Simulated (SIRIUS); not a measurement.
**LiCl under changes of volume**

One of the cells (17.209 Å³/atom); the others are scaled copies at fixed shape and fractional positions:

```xyz
2
Lattice="0.0000 2.5818 2.5818 2.5818 0.0000 2.5818 2.5818 2.5818 0.0000" Properties=species:S:1:pos:R:3 pbc="T T T"
Cl    2.5818    2.5818    2.5818
Li    0.0000    0.0000    0.0000
```

| Property | Result |
| --- | --- |
| Program | SIRIUS 7.12.0 |
| Functional | PBEsol |
| Potentials or basis | all-electron FP-LAPW |
| Cutoff | 158 eV |
| Basis | apw+lo standard |
| k mesh | 9 × 9 × 9 |
| Occupations | fermi-dirac, width 0.05 eV |
| Spin | no spin polarisation |

```tsv
volume (Å³/atom)	energy over the lowest point (meV/atom)	gap on the mesh (eV)
15.859	0.92	6.50
16.196	0.00	6.37
16.534	?	?
17.209	5.91	6.02
17.546	10.31	5.92
17.883	15.71	5.82
```

Task: What does the run at 16.534 Å³/atom give?

Result: Energy over the lowest point 0.60 meV/atom; gap on the mesh 6.25 eV.

Worked out: A Birch-Murnaghan fit of order 3 (a polynomial in V^(-2/3)) to the other rows has its minimum at 16.22 Å³/atom with B0 = V·E''(V) = 35 GPa and B' = 4.1. It gives 0.62 meV/atom at 16.534 Å³/atom, against the run's 0.60. A straight line through the other rows of the gap, of slope -5.67 eV per unit of ln V (its deformation potential), gives 6.26 eV, against the run's 6.25.

Energies are extrapolated to zero smearing.

Caveats: an odd mesh through Γ misses points on the zone boundary, where band edges often lie.
